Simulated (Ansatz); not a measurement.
BaTiO3:

```
CELL_PARAMETERS angstrom
3.99980 0.00000 0.00000
0.00000 3.99980 0.00000
0.00000 0.00000 4.01800
ATOMIC_POSITIONS crystal
Ba 0.00000 0.00000 0.00000
Ti 0.50000 0.50000 0.49000
O 0.00000 0.50000 0.51700
O 0.50000 0.00000 0.51700
O 0.50000 0.50000 0.01900
```

Base run:

* Program: Ansatz 0.2.0
* Functional: PBEsol
* Potentials or basis: all-electron LAPW, scalar-relativistic
* Cutoff: 400 eV
* Density cutoff: 1600 eV
* Basis error allowed: 0.002 eV/atom
* k mesh: 7 × 7 × 7
* Occupations: fermi-dirac, width 0.05 eV
* Spin: no spin polarisation
* Hubbard terms: Ti d U = 4 eV

Its results: band gap on the k mesh 2.34 eV, indirect (least direct gap 2.52 eV); pressure -2.5 GPa; largest force 0.158 eV/Å.

Task: After a change of settings the same cell gave: band gap on the k mesh 2.99 eV, indirect (least direct gap 3.20 eV); pressure -0.8 GPa; largest force 0.370 eV/Å. Which change was it?
A. hubbard terms from Ti d U = 4 eV to Ti d U = 8 eV
B. functional from PBEsol to LDA; hubbard terms from Ti d U = 4 eV to none
C. functional from PBEsol to revPBE; hubbard terms from Ti d U = 4 eV to none
D. functional from PBEsol to PBE; hubbard terms from Ti d U = 4 eV to none

Result: A.

Caveats: U is the effective U less J, on atomic orbitals that reach past the spheres; spin-orbit coupling is left out, which moves the levels of the heavy elements; the mesh misses the band edges, which the band path finds closer together.

Not every run made on this cell is shown here.
